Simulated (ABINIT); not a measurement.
# Ti (Fm-3m) in ABINIT: reference runs

How does Ti come out in PBEsol? The cell is run as given and disturbed.

Everything below comes from runs of ABINIT 10.8.3 (patched build). Logs are shortened: lines on timing, memory, paths and dates and some standing lists are left out, and cuts for length are marked. The log counts tension as positive stress, the text compression.

### Step 1. Starting point

It takes space group Fm-3m (No. 225, cubic). The conventional cell has a = 4.060 Å, b = 4.060 Å, c = 4.060 Å, α = 90.00°, β = 90.00°, γ = 90.00°. Ti (site symmetry m-3m) is surrounded by 12 Ti at 2.87 Å.

This isn't the form of Ti at room conditions, which is hcp.

### Step 2. Single point, PBEsol

run.abi

```
pp_dirpath "./"
pseudos "Ti.upf"

acell 2.8708535316 2.8708535316 2.8708535316 Angstrom
rprim
     0.0000000000     0.7071067812     0.7071067812
     0.7071067812     0.0000000000     0.7071067812
     0.7071067812     0.7071067812     0.0000000000
ntypat 1
znucl 22
natom 1
typat 1
xred
     0.0000000000     0.0000000000     0.0000000000

ecut 42.0

kptopt 1
ngkpt 11 11 11
nshiftk 1
shiftk 0.0 0.0 0.0

ixc -116133

nband 10
occopt 3
tsmear 0.00183747

nstep 100
tolvrs 1.0e-10

iomode 3
prtwf 0
prtden 0
prteig 0
prtebands 0
enunit 2
```

Potentials or basis: PseudoDojo NC SR PBEsol v0.4.1 standard.

Started as:

```bash
$ abinit run.abi > log 2>&1
```

run.abo:

```text
.Version 10.8.3 of ABINIT
 Symmetries : space group Fm -3 m (#225); Bravais cF (face-center cubic)
================================================================================
 Values of the parameters that define the memory need of the present run
     intxc =       0    ionmov =       0      iscf =       7    lmnmax =       6
     lnmax =       6     mgfft =      32  mpssoang =       3    mqgrid =    3001
     natom =       1  nloc_mem =       1    nspden =       1   nspinor =       1
    nsppol =       1      nsym =      48    n1xccc =    2501    ntypat =       1
    occopt =       3   xclevel =       2
       mpw =        1480          nfft =       32768          nkpt =          56
================================================================================
================================================================================

--------------------------------------------------------------------------------
------------- Echo of variables that govern the present computation ------------
--------------------------------------------------------------------------------
 -outvars: echo values of preprocessed input variables --------
            acell      5.4251269223E+00  5.4251269223E+00  5.4251269223E+00 Bohr
              amu      4.78800000E+01
             ecut      4.20000000E+01 Hartree
           enunit           2
                       outvar_i_n : Printing only first  50 k-points.
              ixc     -116133
                       outvar_i_n : Printing only first  50 k-points.
         kptrlatt       11    0    0      0   11    0      0    0   11
          kptrlen      5.96763961E+01
            natom           1
            nband          10
            ngfft          32      32      32
             nkpt          56
            nstep         100
             nsym          48
           ntypat           1
                       prtocc : prtvol=0, do not print more k-points.
           occopt           3
           prtden           0
        prtebands           0
           prteig           0
            prtwf           0
            rprim      0.0000000000E+00  7.0710678120E-01  7.0710678120E-01
                       7.0710678120E-01  0.0000000000E+00  7.0710678120E-01
                       7.0710678120E-01  7.0710678120E-01  0.0000000000E+00
          spgroup         225
           tolvrs      1.00000000E-10
           tsmear      1.83747000E-03 Hartree
            typat      1
                       outvars : Printing only first  50 k-points.
            znucl       22.00000

================================================================================

 chkinp: Checking input parameters for consistency.

================================================================================
== DATASET  1 ==================================================================

--- !DatasetInfo
iteration_state: {dtset: 1, }
dimensions: {natom: 1, nkpt: 56, mband: 10, nsppol: 1, nspinor: 1, nspden: 1, mpw: 1480, }
cutoff_energies: {ecut:  42.0, pawecutdg:  -1.0, }
electrons: {nelect:   1.20000000E+01, charge:   0.00000000E+00, occopt:   3.00000000E+00, tsmear:   1.83747000E-03, }
meta: {optdriver: 0, ionmov: 0, optcell: 0, iscf: 7, paral_kgb: 0, }
...

 Real(R)+Recip(G) space primitive vectors, cartesian coordinates (Bohr,Bohr^-1):
 R(1)=  0.0000000  3.8361440  3.8361440  G(1)= -0.1303392  0.1303392  0.1303392
 R(2)=  3.8361440  0.0000000  3.8361440  G(2)=  0.1303392 -0.1303392  0.1303392
 R(3)=  3.8361440  3.8361440  0.0000000  G(3)=  0.1303392  0.1303392 -0.1303392
 Unit cell volume ucvol=  1.1290540E+02 bohr^3
 Angles (23,13,12)=  6.00000000E+01  6.00000000E+01  6.00000000E+01 degrees

 getcut: wavevector=  0.0000  0.0000  0.0000  ngfft=  32  32  32
         ecut(hartree)=     42.000   => boxcut(ratio)=   2.02186

--- Pseudopotential description ------------------------------------------------
- pspini: atom type   1  psp file is ./Ti.upf
12 -116133 2 -1 1586                          pspcod,pspxc,lmax,lloc,mmax
     nproj     2     2     2

   1.77230422E+02                                ecore*ucvol(ha*bohr**3)
--------------------------------------------------------------------------------

================================================================================

--- !BeginCycle
iteration_state: {dtset: 1, }
solver: {iscf: 7, nstep: 100, nline: 4, wfoptalg: 0, }
tolerances: {tolvrs: 1.00E-10, }
...

     iter   Etot(hartree)      deltaE(h)  residm     vres2
 ETOT  1  -59.257893137120    -5.926E+01 2.673E-01 5.219E+01
 ETOT  2  -59.288976601636    -3.108E-02 5.651E-02 4.258E+01
 ETOT  3  -59.299067443373    -1.009E-02 5.744E-03 1.217E-01
 ETOT  4  -59.299095674122    -2.823E-05 7.222E-04 1.089E-02
 ETOT  5  -59.299097893237    -2.219E-06 2.118E-04 5.525E-05
 ETOT  6  -59.299097908688    -1.545E-08 1.710E-04 3.760E-08
 ETOT  7  -59.299097908720    -3.198E-11 5.365E-05 1.754E-08
 ETOT  8  -59.299097908723    -3.510E-12 4.033E-05 5.091E-12

 At SCF step    8       vres2   =  5.09E-12 < tolvrs=  1.00E-10 =>converged.

 Cartesian components of stress tensor (hartree/bohr^3)
  sigma(1 1)=  1.60852828E-05  sigma(3 2)=  0.00000000E+00
  sigma(2 2)=  1.60852828E-05  sigma(3 1)=  0.00000000E+00
  sigma(3 3)=  1.60852828E-05  sigma(2 1)=  0.00000000E+00

--- !ResultsGS
iteration_state: {dtset: 1, }
comment   : Summary of ground state results
lattice_vectors:
- [  0.0000000,   3.8361440,   3.8361440, ]
- [  3.8361440,   0.0000000,   3.8361440, ]
- [  3.8361440,   3.8361440,   0.0000000, ]
lattice_lengths: [   5.42513,    5.42513,    5.42513, ]
lattice_angles: [ 60.000,  60.000,  60.000, ] # degrees, (23, 13, 12)
lattice_volume:   1.1290540E+02
convergence: {deltae: -3.510E-12, res2:  5.091E-12, residm:  4.033E-05, diffor: null, }
etotal    :  -5.92990979E+01
entropy   :   0.00000000E+00
fermie    :   3.75129926E-01
cartesian_stress_tensor: # hartree/bohr^3
- [  1.60852828E-05,   0.00000000E+00,   0.00000000E+00, ]
- [  0.00000000E+00,   1.60852828E-05,   0.00000000E+00, ]
- [  0.00000000E+00,   0.00000000E+00,   1.60852828E-05, ]
pressure_GPa:  -4.7325E-01
xred      :
- [  0.0000E+00,   0.0000E+00,   0.0000E+00, Ti]
cartesian_forces: # hartree/bohr
- [ -0.00000000E+00,  -0.00000000E+00,  -0.00000000E+00, ]
force_length_stats: {min:   0.00000000E+00, max:   0.00000000E+00, mean:   0.00000000E+00, }
...

 Integrated electronic density in atomic spheres:
 ------------------------------------------------
 Atom  Sphere_radius  Integrated_density
    1        2.00000          9.55719782
================================================================================

 ----iterations are completed or convergence reached----

 Mean square residual over all n,k,spin=   89.046E-09; max=  40.332E-06
 reduced coordinates (array xred) for    1 atoms
       0.000000000000      0.000000000000      0.000000000000
 rms dE/dt=  0.0000E+00; max dE/dt=  0.0000E+00; dE/dt below (all hartree)
    1       0.000000000000      0.000000000000      0.000000000000

 cartesian coordinates (angstrom) at end:
    1      0.00000000000000     0.00000000000000     0.00000000000000

 cartesian forces (hartree/bohr) at end:
    1     -0.00000000000000    -0.00000000000000    -0.00000000000000
 frms,max,avg= 0.0000000E+00 0.0000000E+00   0.000E+00  0.000E+00  0.000E+00 h/b

 cartesian forces (eV/Angstrom) at end:
    1     -0.00000000000000    -0.00000000000000    -0.00000000000000
 frms,max,avg= 0.0000000E+00 0.0000000E+00   0.000E+00  0.000E+00  0.000E+00 e/A
 length scales=  5.425126922319  5.425126922319  5.425126922319 bohr
              =  2.870853531600  2.870853531600  2.870853531600 angstroms
 Fermi (or HOMO) energy (hartree) =   0.37513   Average Vxc (hartree)=  -0.43790
 Eigenvalues (hartree) for nkpt=  56  k points:
 kpt#   1, nband= 10, wtk=  0.00075, kpt=  0.0000  0.0000  0.0000 (reduced coord)
  -1.69653   -0.81189   -0.81189   -0.81189    0.14853    0.40878    0.40878    0.40878
   0.47180    0.47180
      occupation numbers for kpt#   1
   2.00000    2.00000    2.00000    2.00000    2.00000    0.00000    0.00000    0.00000
   0.00000    0.00000
 prteigrs : prtvol=0 or 1, do not print more k-points.

 Fermi (or HOMO) energy (eV) =  10.20781   Average Vxc (eV)= -11.91585
 Eigenvalues (   eV  ) for nkpt=  56  k points:
 kpt#   1, nband= 10, wtk=  0.00075, kpt=  0.0000  0.0000  0.0000 (reduced coord)
 -46.16481  -22.09270  -22.09270  -22.09270    4.04163   11.12348   11.12348   11.12348
  12.83822   12.83822
 prteigrs : prtvol=0 or 1, do not print more k-points.

--- !EnergyTerms
iteration_state     : {dtset: 1, }
comment             : Components of total free energy in Hartree
kinetic             :  2.35045739401592E+01
hartree             :  1.18313601195287E+01
xc                  : -8.64950634093355E+00
Ewald energy        : -4.30262871087557E+01
psp_core            :  1.56972494491579E+00
local_psp           : -4.49808027600541E+01
non_local_psp       :  4.52251332027006E-01
internal            : -5.92986858731126E+01
'-kT*entropy'       : -4.12035610723910E-04
total_energy        : -5.92990979087233E+01
total_energy_eV     : -1.61361065723251E+03
band_energy         : -7.06260031147287E+00
...

 Cartesian components of stress tensor (hartree/bohr^3)
  sigma(1 1)=  1.60852828E-05  sigma(3 2)=  0.00000000E+00
  sigma(2 2)=  1.60852828E-05  sigma(3 1)=  0.00000000E+00
  sigma(3 3)=  1.60852828E-05  sigma(2 1)=  0.00000000E+00

-Cartesian components of stress tensor (GPa)         [Pressure= -4.7325E-01 GPa]
- sigma(1 1)=  4.73245358E-01  sigma(3 2)=  0.00000000E+00
- sigma(2 2)=  4.73245358E-01  sigma(3 1)=  0.00000000E+00
- sigma(3 3)=  4.73245358E-01  sigma(2 1)=  0.00000000E+00

== END DATASET(S) ==============================================================
================================================================================

 -outvars: echo values of variables after computation  --------
            acell      5.4251269223E+00  5.4251269223E+00  5.4251269223E+00 Bohr
           etotal     -5.9299097909E+01
            fcart     -0.0000000000E+00 -0.0000000000E+00 -0.0000000000E+00
            rprim      0.0000000000E+00  7.0710678120E-01  7.0710678120E-01
                       7.0710678120E-01  0.0000000000E+00  7.0710678120E-01
                       7.0710678120E-01  7.0710678120E-01  0.0000000000E+00
           strten      1.6085282772E-05  1.6085282772E-05  1.6085282772E-05
                       0.0000000000E+00  0.0000000000E+00  0.0000000000E+00
 Calculation completed.
```

Wall time 15 s (1 thread of Arm Neoverse V2, shared host); peak memory 0.07 GiB.

What came out:

- Free energy: -1613.6107 eV
- Pressure: -0.5 GPa
- Band gap on the k mesh: none (metal or under the smearing width)
- Valence electrons inside the program's atomic spheres: Ti 9.56 (radii [1.0584] Å)

Levels at points of the mesh, in eV from the Fermi level:
| k point | band 2 | band 3 | band 4 | band 5 | band 6 | band 7 | band 8 | band 9 | band 10 |
| --- | --- | --- | --- | --- | --- | --- | --- | --- | --- |
| (0.00, 0.00, 0.00) | -32.30 | -32.30 | -32.30 | -6.17 | 0.92 | 0.92 | 0.92 | 2.63 | 2.63 |

### Step 3. Single point, PBEsol (cell strained at random at fixed volume)

run.abi

```
pp_dirpath "./"
pseudos "Ti.upf"

acell 3*1.0 Angstrom
rprim
     0.0217680000     1.9986910000     2.0313150000
     2.0064570000     0.0029940000     2.0500890000
     2.0395050000     2.0505140000    -0.0300550000
ntypat 1
znucl 22
natom 1
typat 1
xred
    -0.0156700000     0.0038100000     0.0066290000
chkprim 0
chksymtnons 0
tolsym 1.0e-6

ecut 42.0

kptopt 1
ngkpt 11 11 11
nshiftk 1
shiftk 0.0 0.0 0.0

ixc -116133

nband 10
occopt 3
tsmear 0.05 eV

nstep 100
tolvrs 1.0e-10

iomode 3
prtwf 0
prteig 0
prtebands 0
enunit 2
prtden 1
prtvha 1
prtvclmb 1
prtpot 1
prtelf 1
```

Potentials or basis: PseudoDojo NC SR PBEsol v0.4.1 standard.

Started as:

```bash
$ abinit run.abi > log 2>&1
```

It took 3.1 min on 1 thread of Arm Neoverse V2, shared host; peak memory 0.21 GiB.

It converged, with:

```
Free energy                                           : -1613.6053 eV
Pressure                                              : -0.4 GPa
Band gap on the k mesh                                : none (metal or under the smearing width)
Valence electrons inside the program's atomic spheres : Ti 9.54 (radii [1.0584] Å)
```

Stress tensor (GPa, compression positive):
```
 0.19 -1.80  0.17
-1.80 -0.05  1.48
 0.17  1.48 -1.23
```

Levels at points of the mesh, in eV from the Fermi level:
| k point | band 3 | band 4 | band 5 | band 6 | band 7 | band 8 | band 9 | band 10 |
| --- | --- | --- | --- | --- | --- | --- | --- | --- |
| (0.00, 0.00, 0.00) | -32.30 | -32.28 | -6.16 | 0.70 | 0.91 | 1.13 | 2.55 | 2.74 |
